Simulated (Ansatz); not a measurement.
# MnO: the cost of one run

Program: Ansatz 0.2.0. Level of theory: DFT PBEsol, scalar-relativistic. These are calculated values, not measurements.

## Step 1: The starting structure

Symmetry: P6_3mc, No. 186, hexagonal system. The conventional cell has a = 3.372 Å, b = 3.372 Å, c = 5.386 Å, α = 90.00°, β = 90.00°, γ = 120.00°. Mn (site symmetry 3m) is surrounded by 4 O at 1.96 to 2.08 Å. O (site symmetry 3m) has 4 Mn at 1.96 to 2.08 Å as nearest neighbours.

Coordinates:

```
CELL_PARAMETERS angstrom
3.37170 0.00000 0.00000
-1.68585 2.91998 0.00000
0.00000 0.00000 5.38550
ATOMIC_POSITIONS crystal
Mn 0.33333 0.66667 0.01096
Mn 0.66667 0.33333 0.51096
O 0.33333 0.66667 0.37547
O 0.66667 0.33333 0.87547
```

Atoms are numbered in the order of the input: Mn1, Mn2, O3, O4.

## Step 2: After the deformation

Space group P6_3mc before, P6_3mc after.

## Step 3: LAPW, all electrons

input.yaml

```yaml
crystal:
  lattice:
    - [3.3717009293, 0.0, 0.0]
    - [-1.6858504646, 2.9199786587, 0.0]
    - [0.0, 0.0, 5.223935]
  atoms:
    - { symbol: Mn, position: [0.3333333333, 0.6666666667, 0.01096], spin: 4.0 }
    - { symbol: Mn, position: [0.6666666667, 0.3333333333, 0.51096], spin: 4.0 }
    - { symbol: O, position: [0.3333333333, 0.6666666667, 0.37547] }
    - { symbol: O, position: [0.6666666667, 0.3333333333, 0.87547] }
magnetization:
  spin_polarized: true
kpoints:
  mp_grid: { grid: [14, 14, 8] }
  band_path:
    path:
      - [0.0, 0.0, 0.0]
      - [0.5, 0.0, 0.0]
      - [0.3333333333, 0.3333333333, 0.0]
      - [0.0, 0.0, 0.0]
      - [0.0, 0.0, 0.5]
      - [0.5, 0.0, 0.5]
      - [0.3333333333, 0.3333333333, 0.5]
      - [0.0, 0.0, 0.5]
      - [0.5, 0.0, 0.5]
    npoints: 5
scf:
  occupations: { method: fermi_dirac, width: 0.05 }
hamiltonian:
  xc: pbesol
  pseudopotentials: { kind: all_electron, lapw: { basis_error: 0.0005 } }
output:
  forces: true
  stress: true
  eigenvalues: true
```

Launch:

```bash
ansatz run input.yaml --threads 1 --pin off --max-ram 6144MiB --backend cpu --events-out ev --progress --plain --runs-dir out
```

**Question.** How long does this run take on 1 thread of Arm Neoverse V1, shared host, and how much memory does it need?

About 12 min, with a peak of 1.3 GiB.
